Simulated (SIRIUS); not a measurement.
Write an ASE script for SIRIUS 7.10.0 that does the following.

* Task: relaxation of cell and atoms
* Functional: PBEsol
* Dispersion: D3(BJ)
* Potentials or basis: PseudoDojo 0.4.1 PBE standard (scalar relativistic)
* Cutoff: 807 eV
* Density cutoff: 3227 eV
* k mesh: 6 × 6 × 3
* Occupations: fermi-dirac, width 0.05 eV
* Spin: no spin polarisation
* Libxc names: ["XC_GGA_X_PBE_SOL", "XC_GGA_C_PBE_SOL"]
* Energy tol: 1e-08 Ha
* Density tol: 1e-06
* Mixer: anderson
* Mixing beta: 0.7
* Max scf: 100
* Radial cutoff for the potentials' integrals: 6.5 bohr
* Optimizer: BFGS
* Fmax: 0.02 eV/Å
* Max steps: 30
* Target pressure: 0 GPa

The system is Ta.

```xyz
2
Lattice="2.9004 0.0000 0.0000 -1.4502 2.5118 0.0000 0.0000 0.0000 5.1663" Properties=species:S:1:pos:R:3 pbc="T T T"
Ta    0.0000    1.6745    1.2916
Ta    1.4502    0.8373    3.8747
```

This isn't the form of Ta at room conditions, which is bcc.

These files were run (other wordings do the same):

run.py

```python
import json, subprocess
import numpy as np
from ase import Atoms
from ase.io import read
from ase.calculators.calculator import Calculator, all_changes
from ase.units import Bohr, Hartree, GPa
from ase.calculators.mixing import SumCalculator
from dftd3.ase import DFTD3
from ase.optimize import BFGS
from ase.filters import FrechetCellFilter

class Sirius(Calculator):
    """Writes sirius.json, runs sirius.scf and reads out.json."""
    implemented_properties = ["energy", "free_energy", "forces", "stress", "magmom"]

    def __init__(self, config, files):
        super().__init__()
        self.config, self.files, self.calls = config, files, 0

    def calculate(self, atoms=None, properties=["energy"], system_changes=all_changes):
        super().calculate(atoms, properties, system_changes)
        symbols = atoms.get_chemical_symbols()
        types = list(dict.fromkeys(symbols))
        order = [i for t in types for i, s in enumerate(symbols) if s == t]
        frac = atoms.get_scaled_positions(wrap=False)
        m = atoms.get_initial_magnetic_moments()
        m = m if m.ndim == 2 else np.c_[0 * m, 0 * m, m]
        spin = self.config["parameters"]["num_mag_dims"] > 0
        rows = {t: [list(frac[i]) + (list(m[i]) if spin else []) for i in order if symbols[i] == t] for t in types}
        cell = {"lattice_vectors": (atoms.cell[:] / Bohr).tolist(), "atom_types": types, "atom_files": self.files, "atoms": rows}
        json.dump({**self.config, "unit_cell": cell}, open("sirius.json", "w"), indent=1)
        self.calls += 1
        with open(f"sirius_{self.calls:03d}.out", "w") as log:
            subprocess.run(["sirius.scf", "--input=sirius.json", "--output=out.json"], stdout=log, stderr=subprocess.STDOUT, check=True)
        gs = json.load(open("out.json"))["ground_state"]
        if not gs["converged"]:
            raise RuntimeError("SCF did not converge")
        self.results = {"energy": gs["energy"]["free"] * Hartree, "free_energy": gs["energy"]["free"] * Hartree}
        if "forces" in gs:
            f = np.zeros((len(atoms), 3))
            f[order] = np.array(gs["forces"]) * Hartree / Bohr
            self.results["forces"] = f
        if "stress" in gs:
            s = np.array(gs["stress"]) * Hartree / Bohr**3
            self.results["stress"] = s.flat[[0, 4, 8, 5, 2, 1]]
        if spin:
            self.results["magmom"] = gs["magnetisation"]["total"][2]

atoms = Atoms(['Ta', 'Ta'],
              cell=[[2.9003720726, 0.0, 0.0], [-1.4501860363, 2.5117958953, 0.0], [0.0, 0.0, 5.166274]],
              scaled_positions=[[0.3333333333, 0.6666666667, 0.25], [0.6666666667, 0.3333333333, 0.75]], pbc=True)

config = {
    "control": {
        "processing_unit": 'cpu',
        "verbosity": 1,
        "print_forces": True,
        "print_stress": True,
    },
    "parameters": {
        "electronic_structure_method": 'pseudopotential',
        "xc_functionals": ['XC_GGA_X_PBE_SOL', 'XC_GGA_C_PBE_SOL'],
        "gk_cutoff": 7.7,
        "pw_cutoff": 15.4,
        "ngridk": [6, 6, 3],
        "shiftk": [0, 0, 0],
        "smearing": 'fermi_dirac',
        "smearing_width": 0.0018374661,
        "num_bands": 21,
        "num_mag_dims": 0,
        "num_dft_iter": 100,
        "energy_tol": 1e-08,
        "density_tol": 1e-06,
    },
    "iterative_solver": {
        "type": 'davidson',
        "min_tolerance": 1e-09,
        "tolerance_scale": [0.1, 0.25],
    },
    "mixer": {
        "type": 'anderson',
        "beta": 0.7,
        "max_history": 8,
    },
    "settings": {
        "tol_ne": 1e-10,
        "pseudo_grid_cutoff": 6.5,
    },
}
dft = Sirius(config, {'Ta': 'Ta.json'})
atoms.calc = SumCalculator([dft, DFTD3(method="pbesol", damping="d3bj")])
results = {"symbols": atoms.get_chemical_symbols(), "cell": atoms.cell[:].tolist(), "frac": atoms.get_scaled_positions(wrap=False).tolist(), "steps": []}

def note():
    results["steps"].append({"energy": atoms.get_potential_energy(), "cell": atoms.cell[:].tolist(), "positions": atoms.positions.tolist(),
                             "forces": atoms.get_forces().tolist(), "stress": atoms.get_stress().tolist()})
    json.dump(results, open("results.json", "w"))

opt = BFGS(FrechetCellFilter(atoms, scalar_pressure=0.0 * GPa))
opt.attach(note)
results["converged"] = bool(opt.run(fmax=0.02, steps=30))
print("converged:", results["converged"])
print("cell parameters:", atoms.cell.cellpar().round(5))
print("volume per atom (A^3):", round(atoms.get_volume() / len(atoms), 4))
print(atoms.get_scaled_positions().round(6))
json.dump(results, open("results.json", "w"))
```

Potentials or basis: PseudoDojo 0.4.1 PBE standard (scalar relativistic).

Launch:

```console
$ upf_to_json Ta.upf
$ OMP_NUM_THREADS=1 python run.py
```

It gave:

* Relaxed volume: 17.49 Å³/atom
* Relaxed cell: a = 2.821 Å, b = 2.821 Å, c = 5.077 Å, α = 90.00°, β = 90.00°, γ = 120.00°
* Space group after relaxing (to 0.05 Å): P6_3/mmc (No. 194)
* Energy gained by relaxing: 58.2 meV/atom
* Ionic steps: 7
* Pressure after relaxing: -0.1 GPa
* Band gap on the k mesh: none (metal or under the smearing width)
* Dispersion energy per atom: -0.749 eV

Caveat: the k mesh is coarse (spacing up to 0.42 Å⁻¹), so the values aren't converged; the potentials were made for another functional, which shifts forces and pressure; pairwise dispersion overbinds metals, which lowers pressure and volume.

It took 80 s on 1 thread of Arm Neoverse V2 (shared host), peak memory 0.24 GiB.
